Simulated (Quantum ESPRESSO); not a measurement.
Write the native input for Quantum ESPRESSO 7.5 that does the following.

* Task: single point
* Functional: PBEsol
* Potentials or basis: GBRV 1.5 PBEsol
* Cutoff: 762 eV
* Density cutoff: 6095 eV
* k mesh: 11 × 11 × 11
* Occupations: fermi-dirac, width 0.05 eV
* Spin: collinear spin, ferromagnetic start
* Starting moments: [2.0, 0.0] μB
* Hubbard terms: Co d U = 3 eV
* Hubbard projectors: ortho-atomic
* Mixing beta: 0.3
* Most SCF iterations: 120
* SCF threshold: 4e-10 Ry

Crystal: CoO.

```
Co O
1.0
     1.50547    0.86918    2.43993
    -1.50547    0.86918    2.43993
     0.00000   -1.73837    2.43993
Co O
1 1
Direct
  0.00000 0.00000 0.00000
  0.50000 0.50000 0.50000
```

The cell is a database's computed one.

These files were run (other wordings do the same):

pw.in

```
&CONTROL
  calculation = 'scf'
  prefix = 'pwscf'
  outdir = './tmp'
  pseudo_dir = './pseudo'
  tprnfor = .true.
  tstress = .true.
  disk_io = 'nowf'
/
&SYSTEM
  ibrav = 0
  nat = 2
  ntyp = 2
  ecutwfc = 56
  ecutrho = 448
  nbnd = 21
  occupations = 'smearing'
  smearing = 'fd'
  degauss = 0.00367493
  nspin = 2
  starting_magnetization(1) = 0.1176
  starting_magnetization(2) = 0
/
&ELECTRONS
  conv_thr = 4d-10
  electron_maxstep = 120
  mixing_beta = 0.3
/
ATOMIC_SPECIES
Co    58.9332 co_pbesol_v1.2.uspp.F.UPF
O     15.9990 o_pbesol_v1.2.uspp.F.UPF
CELL_PARAMETERS angstrom
   1.5054695445    0.8691832468    2.4399269062
  -1.5054695445    0.8691832468    2.4399269062
   0.0000000000   -1.7383664936    2.4399269062
ATOMIC_POSITIONS angstrom
Co     0.0000000000    0.0000000000    0.0000000000
O      0.0000000000    0.0000000000    3.6598903593
K_POINTS automatic
11 11 11 0 0 0
HUBBARD {ortho-atomic}
U Co-3d 3.0
```

Potentials or basis: GBRV 1.5 PBEsol.

The run is started by

```console
$ OMP_NUM_THREADS=1 mpirun -n 2 pw.x -nk 2 -in pw.in > pw.out
```

It gave:

The pressure is -5.8 GPa. The band gap on the k mesh is none (metal or under the smearing width) and the net moment is 3.00 μB per cell. The absolute moment is 3.03 μB per cell and the site moments are Co +2.60; O +0.29 μB. The valence electrons inside the program's atomic spheres are Co 14.58; O 5.75.

Caveat: a cell with one magnetic atom can't hold antiferromagnetic order, which such compounds often take.

Run time: 68 s on 2 MPI ranks on Arm Neoverse V2, on a shared host, peak memory 0.28 GiB a rank.
